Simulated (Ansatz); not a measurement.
**CdTe: relaxed-ion elastic tensor**

All numbers below come from DFT PBE, scalar-relativistic, plane waves, PAW in Ansatz. Cutoff 420 eV, 10×10×10 k-points (Γ-centred), fixed occupations. No spin polarisation.

Relaxed structure:
```
CELL_PARAMETERS angstrom
0.00000 3.30926 3.30926
3.30926 0.00000 3.30926
3.30926 3.30926 0.00000
ATOMIC_POSITIONS crystal
Cd 0.00000 0.00000 0.00000
Te 0.25000 0.25000 0.25000
```

Task: Give the relaxed-ion elastic constants (GPa, Voigt order xx yy zz yz xz xy, on the axes of the cell above).

Result:
```
46.1 29.6 29.6  0.0  0.0  0.0
29.6 46.1 29.6  0.0  0.0  0.0
29.6 29.6 46.1  0.0  0.0  0.0
 0.0  0.0  0.0 18.6  0.0  0.0
 0.0  0.0  0.0  0.0 18.6  0.0
 0.0  0.0  0.0  0.0  0.0 18.6
```

Task: Is the crystal stable against homogeneous strain?

Result: Yes: the least eigenvalue of the tensor is 16.4 GPa.

Task: And the moduli of a polycrystal (Hill averages)?

Result: B = 35 GPa, G = 13 GPa, E = 36 GPa, ν = 0.33.

Cost: 1 run of about 2.9 core-minutes, on Intel Xeon 6975P-C (Granite Rapids) (shared hosts).